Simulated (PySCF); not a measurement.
# Structure from NMR data

An unknown has the formula C$_{7}$H$_{8}$O. Its calculated NMR data are:

¹H NMR (400 MHz, computed): δ 7.49 (m, 1H), 7.39 (d, 1H), 7.19 (d, 1H), 7.08 (m, 1H), 4.58 (br s, 1H), 2.26 (s, 3H).

¹³C{¹H} NMR (computed): δ 166.7 (C), 140.1 (CH), 138.5 (CH), 128.1 (CH), 128.0 (C), 122.8 (CH), 17.2 (CH3).

Equivalent nuclei averaged, in vacuum, relativity neglected, a single conformation. Geometry: PBE0-D3(BJ)/def2-TZVP; GIAO PBE0/pcSseg-2 shieldings; PySCF 2.14.

Shifts are taken against calculated references (same method and geometry level): ¹H (31.52 ppm) and ¹³C (186.03 ppm) against TMS.

Q: Which candidate is it?
A. Cc1cccc(O)c1
B. Cc1ccccc1O
C. Cc1ccc(O)cc1
D. OCc1ccccc1

A: B. 

Rings plus π bonds: 4 (1 ring in the answer). 7 carbon signals for 7 carbons: no two carbons are equivalent. Carbon types of the structure: 2 × C, 4 × CH, 1 × CH3, leaving 1 H on heteroatoms. δC 166.7: aromatic carbon bearing oxygen; an ipso carbon deshielded by its heteroatom. δC 140.1, 138.5, 128.1, 122.8: aromatic CH. δC 128.0: substituted aromatic carbon. δH 4.58: hydrogen on a phenol-type oxygen; exchangeable; this is the value without hydrogen bonding to other molecules. δH 2.26: hydrogen on a methyl carbon on an aromatic ring; benzylic-type position, deshielded by the ring.

The others: Cc1cccc(O)c1 has carbons computed at 168.2, 150.6, 140.2, 128.9, 121.7, 120.0, 24.2; OCc1ccccc1 would give 5 carbon signals, not 7; Cc1ccc(O)cc1 would give 5 carbon signals, not 7.

OH and NH positions are those of a molecule without intermolecular hydrogen bonds; in solution they move with solvent, concentration and temperature, and exchange usually removes their couplings. Shifts are as computed. Against solution values, carbons near 30 ppm lie about +3 ppm off and those near 130 ppm about +9 ppm. Of 1309 compounds with measured shifts, 239 miss one by over three times the rms of a fit or turn the order of signals round; such compounds aren't used in these exercises. No couplings were computed; multiplicities are counted from neighbouring protons, with m where these are inequivalent, close in shift, in a saturated or five-membered ring or joined by F or P, and br s for small geminal =CH2 splittings.
